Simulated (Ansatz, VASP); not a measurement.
# Cross-check of P between VASP and Ansatz

One calculation is typed for both programs; each brings its own data sets. How far apart do they land? The cell is taken from a series of runs on this material, whose earlier steps may have relaxed, scaled, displaced or heated it; both programs get it as it stands.

Calculated with Ansatz 0.2.0; plane waves, with VASP 6.6.1 beside it; single point at HSE06.

### Step 1. Set-up

Symmetry: P6_3/mmc, No. 194, hexagonal system. Conventional cell: a = 3.247 Å, b = 3.247 Å, c = 10.292 Å, α = 90.00°, β = 90.00°, γ = 120.00°. Nearest to P lie 3 P at 2.25 Å.

Coordinates:

```
P
1.0
     3.24734    0.00000    0.00000
    -1.62367    2.81228    0.00000
     0.00000    0.00000   10.29223
P
4
Direct
  0.33333 0.66667 0.31056
  0.66667 0.33333 0.18944
  0.66667 0.33333 0.81056
  0.33333 0.66667 0.68944
```

### Step 2. VASP: single point, HSE06

A single point gives forces, pressure and levels at one fixed geometry, so differences don't come from the geometry; what else differs is listed under the comparison.

Lines of VASP's logs that name or quote its potential files are left out, and so is its time.

The run reads the wave functions of an earlier VASP run, which isn't shown here.

INCAR reads:

```
SYSTEM = P
PREC = Accurate
ENCUT = 400
EDIFF = 1E-06
NELM = 100
ISMEAR = 0
SIGMA = 0.01
LREAL = .FALSE.
ALGO = Normal
LHFCALC = .TRUE.
AEXX = 0.25
GGA = PE
HFSCREEN = 0.208
LASPH = .TRUE.
NBANDS = 16
PRECFOCK = Fast
LORBIT = 11
LWAVE = .FALSE.
LCHARG = .FALSE.
KPAR = 8
ISIF = 2
```

POSCAR reads:

```
P
1.0
    3.2473361746      0.0000000000      0.0000000000
   -1.6236680873      2.8122756218      0.0000000000
    0.0000000000      0.0000000000     10.2922273314
P
4
Direct
    0.3333333333      0.6666666667      0.3105613496
    0.6666666667      0.3333333333      0.1894386504
    0.6666666667      0.3333333333      0.8105613496
    0.3333333333      0.6666666667      0.6894386504
```

KPOINTS reads:

```
Automatic mesh
0
Gamma
6 6 2
0 0 0
```

PAW data sets: P (PBE family, release 64).

Command:

```bash
$ mpirun -np 8 vasp_std
```

Numbers of over 12 decimals in the logs are rounded to 6 here.

Log:

```text
[banner, memory and clock lines left out]
running    8 mpi-ranks, on    1 nodes
 distrk:  each k-point on    1 cores,    8 groups
 distr:  one band on    1 cores,    1 groups

 POSCAR found type information on POSCAR P
 POSCAR found :  1 types and       4 ions
|                                                                             |
|           W    W    AA    RRRRR   N    N  II  N    N   GGGG   !!!           |
|           W    W   A  A   R    R  NN   N  II  NN   N  G    G  !!!           |
|           W    W  A    A  R    R  N N  N  II  N N  N  G       !!!           |
|           W WW W  AAAAAA  RRRRR   N  N N  II  N  N N  G  GGG   !            |
|           WW  WW  A    A  R   R   N   NN  II  N   NN  G    G                |
|           W    W  A    A  R    R  N    N  II  N    N   GGGG   !!!           |
|                                                                             |
|     For optimal performance we recommend to set                             |
|       NCORE = 2 up to number-of-cores-per-socket                            |
|     NCORE specifies how many cores store one orbital (NPAR=cpu/NCORE).      |
|     This setting can greatly improve the performance of VASP for DFT.       |
|     The default, NCORE=1 might be grossly inefficient on modern             |
|     multi-core architectures or massively parallel machines. Do your        |
|     Unfortunately you need to use the default for GW and RPA                |
|     calculations (for HF NCORE is supported but not extensively tested      |
|     yet).                                                                   |
|                                                                             |

 LDA part: xc-table for (Slater+PW92), standard interpolation
 found WAVECAR, reading the header
 POSCAR, INCAR and KPOINTS ok, starting setup
 FFT: planning ... GRIDC
 FFT: planning ... GRID_SOFT
 FFT: planning ... GRID
 reading WAVECAR
 the WAVECAR file was read successfully
 initial charge from wavefunction
 entering main loop
       N       E                     dE             d eps       ncg     rms          rms(c)
DAV:   1    -0.255686546229E+02   -0.25569E+02   -0.60039E-01   480   0.466E+00    0.244E+00
DAV:   2    -0.255756279372E+02   -0.69733E-02   -0.34179E-02   560   0.103E+00    0.163E+00
DAV:   3    -0.255742676157E+02    0.13603E-02   -0.17783E-03   584   0.243E-01    0.962E-01
DAV:   4    -0.255737297647E+02    0.53785E-03   -0.49259E-04   544   0.117E-01    0.545E-01
DAV:   5    -0.255735763194E+02    0.15345E-03   -0.16675E-04   528   0.668E-02    0.303E-01
DAV:   6    -0.255735342682E+02    0.42051E-04   -0.42857E-05   584   0.347E-02    0.169E-01
DAV:   7    -0.255735220072E+02    0.12261E-04   -0.10588E-05   568   0.178E-02    0.940E-02
DAV:   8    -0.255735185644E+02    0.34428E-05   -0.26296E-06   392   0.943E-03    0.530E-02
DAV:   9    -0.255735177291E+02    0.83528E-06   -0.10314E-06   280   0.641E-03
   1 F= -.25573518E+02 E0= -.25573518E+02  d E =-.805849E-16
```

OUTCAR, selected parts (step 2):

```text
ion  position               nearest neighbor table
   1  0.333  0.667  0.311-   2 2.25   2 2.25   2 2.25
   2  0.667  0.333  0.189-   1 2.25   1 2.25   1 2.25
   3  0.667  0.333  0.811-   4 2.25   4 2.25   4 2.25
   4  0.333  0.667  0.689-   3 2.25   3 2.25   3 2.25

  LATTYP: Found a hexagonal cell.
 ALAT       =     3.2473361746
 C/A-ratio  =     3.1694369717

 Subroutine GETGRP returns: Found 24 space group operations
 (whereof 12 operations were pure point group operations)

The static configuration has the point symmetry D_3h.
 The point group associated with its full space group is D_6h.

 Found     14 irreducible k-points:

   k-points           NKPTS =     14   k-points in BZ     NKDIM =     72   number of bands    NBANDS=     16

   dimension x,y,z NGX =    24 NGY =   24 NGZ =   70
   dimension x,y,z NGXF=    48 NGYF=   48 NGZF=  140

   ENCUT  =  400.0 eV  29.40 Ry    5.42 a.u.   5.30  5.30 16.78*2*pi/ulx,y,z

   NELECT =      20.0000    total number of electrons

 k-points in reciprocal lattice and weights: Automatic mesh
   0.00000000  0.00000000  0.00000000       0.014
   0.16666667 -0.00000000  0.00000000       0.083
   0.33333333 -0.00000000  0.00000000       0.083
   0.50000000 -0.00000000  0.00000000       0.042
   0.16666667  0.16666667  0.00000000       0.083
   0.33333333  0.16666667  0.00000000       0.167
   0.33333333  0.33333333  0.00000000       0.028
   0.00000000  0.00000000  0.50000000       0.014
   0.16666667 -0.00000000  0.50000000       0.083
[...]
0.33333333  0.16666667  0.50000000       0.167
   0.33333333  0.33333333  0.50000000       0.028

  exchange ACFDT corr.  =         0.00000000  see jH, gK, PRB 81, 115126

 average (electrostatic) potential at core
       1 -81.5485       2 -81.5485       3 -81.5485       4 -81.5485

 E-fermi :   3.3550

 k-point     1 :       0.0000    0.0000    0.0000
  band No.  band energies     occupation
    ...
      6       2.6100      2.00000
      7       2.6100      2.00000
      8       2.6322      2.00000
      9       2.6322      2.00000
     10       3.1614      2.00000
     11       7.5748      0.00000
     12       7.5748      0.00000
     13       7.6414      0.00000
     14       7.6414      0.00000
     15       7.6881      0.00000
    ...

 k-point     2 :       0.1667   -0.0000    0.0000
  band No.  band energies     occupation
    ...
      6      -0.0867      2.00000
      7       1.3721      2.00000
      8       1.7280      2.00000
      9       1.7530      2.00000
     10       3.3007      2.00000
     11       6.4136      0.00000
     12       6.6254      0.00000
     13       8.6178      0.00000
     14       8.7396      0.00000
     15       9.4421      0.00000
    ...

 k-point     3 :       0.3333   -0.0000    0.0000
  band No.  band energies     occupation
    ...
      6      -1.7420      2.00000
      7       0.5910      2.00000
      8       0.6181      2.00000
      9       1.6674      2.00000
     10       2.7577      2.00000
     11       5.0250      0.00000
     12       5.6705      0.00000
     13       7.1815      0.00000
     14       8.2731      0.00000
     15       9.0850      0.00000
    ...

  Total       -0.0067153     -0.0067153     -0.4357488      0.0000000      0.0000000     -0.0000000
  in kB       -0.1144672     -0.1144672     -7.4276643      0.0000000      0.0000000     -0.0000000
  external PRESSURE =      -2.5521996 kB  Pullay stress =       0.0000000 kB

  energy-cutoff  :      400.00
  volume of cell :       93.99
      direct lattice vectors                 reciprocal lattice vectors
     3.247336175  0.000000000  0.000000000     0.307944711  0.177791962  0.000000000
    -1.623668087  2.812275622  0.000000000     0.000000000  0.355583924  0.000000000
     0.000000000  0.000000000 10.292227331     0.000000000  0.000000000  0.097160699

 POSITION                                       TOTAL-FORCE (eV/Angst)
 -----------------------------------------------------------------------------------
     -0.00000      1.87485      3.19637        -0.000000      0.000000     -0.643731
      1.62367      0.93743      1.94975         0.000000     -0.000000      0.643731
      1.62367      0.93743      8.34248         0.000000      0.000000     -0.643731
     -0.00000      1.87485      7.09586        -0.000000     -0.000000      0.643731
 -----------------------------------------------------------------------------------
    total drift:                               -0.000000     -0.000000     -0.000000

  FREE ENERGIE OF THE ION-ELECTRON SYSTEM (eV)
  ---------------------------------------------------
  free  energy   TOTEN  =       -25.5735177291 eV

  energy  without entropy=      -25.5735177291  energy(sigma->0) =      -25.57351773

 total charge
# of ion       s       p       d       tot
------------------------------------------
    1        1.093   1.371   0.000   2.464
    2        1.093   1.371   0.000   2.464
    3        1.093   1.371   0.000   2.464
    4        1.093   1.371   0.000   2.464
--------------------------------------------------
tot          4.372   5.484   0.000   9.856

[... 3 further parts left out ...]
```

The run ends at a pressure of -0.26 GPa, with forces up to 0.64 eV/Å.

[end of part 1 of 2]

[Lines on the potential files, build, host, timing and source positions are cut from VASP's logs without a mark.]

[Logs are printed without paths, hosts, clocks, repeated set-up lines and the standing remarks that a program may print on its own settings, such as how far it seeks lower states.]

[Hosts, paths, dates, database ids (printed as entryN), source tags and the programs' standing remarks are cut or masked in the printed files.]
